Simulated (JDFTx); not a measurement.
Runs of JDFTx 1.7.0 (patched build) on Ti. Symmetry: P6_3/mmc, No. 194, hexagonal system. The conventional cell has a = 2.950 Å, b = 2.950 Å, c = 4.680 Å, α = 90.00°, β = 90.00°, γ = 120.00°. Ti (site symmetry -6m2) is surrounded by 12 Ti at 2.89 to 2.95 Å. 

```tsv
task	level	potentials or basis	density cutoff over wavefunction cutoff	further solve for the empty bands	local potential set to -Z/r beyond	pseudo rcut	gap on the mesh (eV)	pressure (GPa)	V0 of scaled cells (Å³/atom)	B0 (GPa)
single point	PBE	PseudoDojo-SR-PBE-0.5-standard	4	yes	-	-	none	(b)	-	-
equation of state	PBEsol	PseudoDojo-SR-PBEsol-0.4.1-standard with smoothed tails	8	-	6 bohr	6	-	-	16.74	118
equation of state	PBE	PseudoDojo-SR-PBE-0.5-standard	4	-	-	-	-	-	17.42	111
single point	PBEsol	PseudoDojo-SR-PBEsol-0.4.1-standard with smoothed tails	8	yes	6 bohr	6	none	(a)	-	-
```

Alike in all rows: no spin polarisation; cell as given; k mesh 10 × 10 × 6; cutoff (eV) 1143; smearing fermi-dirac 0.05 eV.

**Question.** Fill in the values left out.

**Answer.** (a) -5.6; (b) -1.3.

Caveats: the cell was scaled at fixed shape and fractional positions, which overstates the stiffness of a crystal with free parameters, most of all of layers and chains (some runs).

A k mesh can miss the band edges.

A gap of «none» marks a metal or a gap under the smearing width.

Not every run made on this cell is shown here.
